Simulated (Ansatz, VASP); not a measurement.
Si in VASP and in Ansatz

INCAR

```
ALGO = Normal
EDIFF = 1E-6
EDIFFG = -0.02
ENCUT = 600
GGA = RP
IBRION = 2
ISIF = 3
ISMEAR = -1
IVDW = 13
LASPH = True
LCHARG = False
LREAL = False
LWAVE = False
NELM = 80
NSW = 40
PREC = Accurate
SIGMA = 0.05
```

File KPOINTS:

```
k-points
0
Gamma
  8 8 8
```

The input POSCAR:

```
Si
1.0
    0.0000000000      2.7218511865      2.7218511865
    2.7218511865      0.0000000000      2.7218511865
    2.7218511865      2.7218511865      0.0000000000
Si
2
Direct
    0.5000000000      0.5000000000      0.5000000000
    0.7500000000      0.7500000000      0.7500000000
```

input.yaml

```yaml
crystal:
  lattice:
    - [0.0, 2.7218511865, 2.7218511865]
    - [2.7218511865, 0.0, 2.7218511865]
    - [2.7218511865, 2.7218511865, 0.0]
  atoms:
    - { symbol: Si, position: [0.5, 0.5, 0.5] }
    - { symbol: Si, position: [0.75, 0.75, 0.75] }
hamiltonian:
  xc: rpbe
  pseudopotentials: { kind: paw }
  dispersion: d4
kpoints:
  mp_grid: { grid: [8, 8, 8] }
scf:
  occupations: { method: fermi_dirac, width: 0.05 }
output:
  forces: true
  stress: true
  write_density: true
  write_potential: true
  elf: true
  volumetric_format: npy
relax:
  f_tol: 0.01
  max_steps: 40
  cell: { stress_tol: 0.05 }
```

Alike in both runs: task relaxation of cell and atoms; functional RPBE; dispersion D4; k mesh 8 × 8 × 8; occupations fermi-dirac, width 0.05 eV; no spin polarisation.

|  | VASP | Ansatz |
| --- | --- | --- |
| version | VASP 6.6.1 | Ansatz 0.2.0 |
| potentials or method | VASP PAW PBE potentials, release 64 (Si) | Ansatz PAW |
| plane-wave cutoff (eV) | 600 | 420 |
| valence electrons in the cell | 8 | 8 |

```tsv
	VASP	Ansatz	Ansatz less VASP
gap on the k mesh at the Fermi level, each at its own relaxed structure (eV)	0.62	0.63	+0.005
relaxed volume (Å³/atom)	19.49	19.54	+0.044
relaxed cell length with the largest relative difference (Å)	3.806	3.809	+0.0029
energy change over the relaxation (meV/atom)	-7	-6	+1.0
```

Caveats: the PAW data sets were made with another functional, which shifts forces and pressure a little (VASP); the plane-wave basis is chosen anew once the cell has moved, so the energies of steps on either side of that aren't comparable (Ansatz); the PAW data sets come from PBE, with cores solved anew for the run's functional, which leaves a small shift of forces and pressure (Ansatz). A k mesh can miss the band edges. Expect the measured gap to be larger: semilocal functionals such as RPBE lack the derivative discontinuity.
